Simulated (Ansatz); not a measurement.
**KTaO₃ (perovskite structure)**

**The experiment.** The Crystallography Open Database holds a measured cell of cubic KTaO3 (space group Pm-3m) at 298 K (2000, doi:10.1107/S0108768100003906): a = 3.988 Å, 12.69 Å³/atom.

Computed with Ansatz (plane waves, PAW, 420 eV cutoff): PBE, scalar-relativistic, no spin polarisation, Γ-centred 8×8×8 mesh, 0.05 eV Gaussian smearing. The datasets are Ansatz's generated set soft_2.

```
K Ta O
1.0
     4.02440    0.00000    0.00000
     0.00000    4.02440    0.00000
     0.00000    0.00000    4.02440
K Ta O
1 1 3
Direct
  0.00000 0.00000 0.00000
  0.50000 0.50000 0.50000
  0.00000 0.50000 0.50000
  0.50000 0.50000 0.00000
  0.50000 0.00000 0.50000
```

The start was a prototype's sites filled with these elements; the Crystallography Open Database holds the compound in this structure. The ideal cubic cell shuts out tilts of the octahedra, which such structures often take.

The cell above was scaled in volume, its shape and atoms being fixed by the lattice's symmetry. Energies are counted from the cell above.

Cell and atoms are those of this level's equilibrium.

```csv
V (Å³/atom),ΔE (meV/atom),P (GPa),gap on the mesh (eV)
12.32,25.7,12.1,2.29
12.51,13.3,8.4,2.25
12.77,3.2,4.0,2.21
13.04,0.0,0.0,2.16
13.30,3.0,-3.6,2.11
13.56,11.4,-6.8,2.07
13.95,33.2,-10.9,2.00
14.34,64.3,-14.5,1.93
```

(1) What do the points give for the equilibrium volume, the bulk modulus and its pressure derivative (third-order Birch–Murnaghan)?

Answer:

(1) V0 = 13.04 Å³/atom, B0 = 188 GPa, B0′ = 4.5.

B0·V0 = 188.3 GPa × 13.04 Å³ = 15.32 eV/atom sets the scale: near the minimum ΔE ≈ ½ B0 V0 x², with x = V/V0 − 1, and a pressure of 1.9 GPa squeezes the volume by about 1 %. At the ends of the curve: x = −5.5 % predicts 23.2 meV/atom and the run gives 25.7; x = +10.0 % predicts 76.6 meV/atom and the run gives 64.3. The curve is steeper than the parabola on the compressed side and flatter on the expanded side: the bulk modulus rises with pressure.

**Against experiment.** PBE gives 4.024 Å and 13.04 Å³/atom, +2.7 % in volume (+0.9 % in length) from the database's cell. PBE usually overestimates volumes by a few per cent. Spin–orbit coupling, left out, also moves the volume of such heavy elements' compounds.

Kohn–Sham gaps of semilocal functionals lie under measured ones, often by a third or more. Scalar-relativistic only: spin–orbit splittings of the heavy atoms' levels are missing.
